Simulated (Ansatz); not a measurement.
Here is an Ansatz 0.2.0 calculation.

Contents of input.yaml:

```yaml
crystal:
  lattice:
    - [0.0, 2.96575, 2.96575]
    - [2.96575, 0.0, 2.96575]
    - [2.96575, 2.96575, 0.0]
  atoms:
    - { symbol: Pb, position: [0.0, 0.0, 0.0] }
    - { symbol: S, position: [0.5, 0.5, 0.5] }
hamiltonian:
  xc: rpbe
  pseudopotentials: { kind: paw }
  dispersion: d4
kpoints:
  mp_grid: { grid: [8, 8, 8] }
scf:
  occupations: { method: fermi_dirac, width: 0.05 }
output:
  forces: true
  stress: true
relax:
  f_tol: 0.01
  max_steps: 40
  cell: { stress_tol: 0.05 }
```

Potentials or basis: Ansatz PAW.

The run is started by

```console
$ ansatz run input.yaml --threads 2 --pin off --max-ram 5120MiB --backend cpu --events-out ev --progress --plain --runs-dir out
```

(1) Estimate the relaxed cell.

(2) Estimate the band gap on the k mesh.

(3) Predict the relaxed volume.

## Answers

(1) a = 4.202 Å, b = 4.202 Å, c = 4.202 Å, α = 60.00°, β = 60.00°, γ = 60.00°.

(2) 0.47 eV.

(3) 26.23 Å³/atom.

Caveat: the plane-wave basis is chosen anew once the cell has moved, so the energies of steps on either side of that aren't comparable; spin-orbit coupling is left out, which as a rule narrows the gap of such compounds by several tenths of an eV; the PAW data sets come from PBE, with cores solved anew for the run's functional, which leaves a small shift of forces and pressure.
